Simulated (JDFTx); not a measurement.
Ti, 1 atom in the cell. Symmetry: Im-3m, No. 229, cubic system. The conventional cell has a = 3.282 Å, b = 3.282 Å, c = 3.282 Å, α = 90.00°, β = 90.00°, γ = 90.00°. Ti (site symmetry m-3m) is surrounded by 8 Ti at 2.84 Å. This isn't the form of Ti at room conditions, which is hcp.

| Quantity | Value |
| --- | --- |
| Program | JDFTx 1.7.0 (patched build) |
| Task | relaxation of cell and atoms |
| Functional | PBEsol |
| Potentials or basis | PseudoDojo-SR-PBEsol-0.4.1-standard with smoothed tails |
| Cutoff | 1143 eV |
| Density cutoff | 4572 eV |
| k mesh | 11 × 11 × 11 |
| Occupations | fermi-dirac, width 0.05 eV |
| Spin | no spin polarisation |
| Local potential set to -Z/r beyond | 6 bohr |
| Density cutoff over wavefunction cutoff | 4 |
| Max SCF steps | 100 |
| SCF threshold on the energy | 1e-09 Ha |
| Solver of the electrons | scf |
| Further solve for the empty bands | no |

Potentials or basis: PseudoDojo-SR-PBEsol-0.4.1-standard with smoothed tails.

Launch:

```sh
$ jdftx -c 1 -i Ti.in -o Ti.out
```

Hardware: 1 thread of Arm Neoverse V1 (shared host).

Estimate the wall time of this run.

It took 83 s on 1 thread of Arm Neoverse V1 (shared host), peak memory 0.09 GiB. Counts: scf iterations 48, bands 11, k points 56, plane waves 1551, ion steps 5.
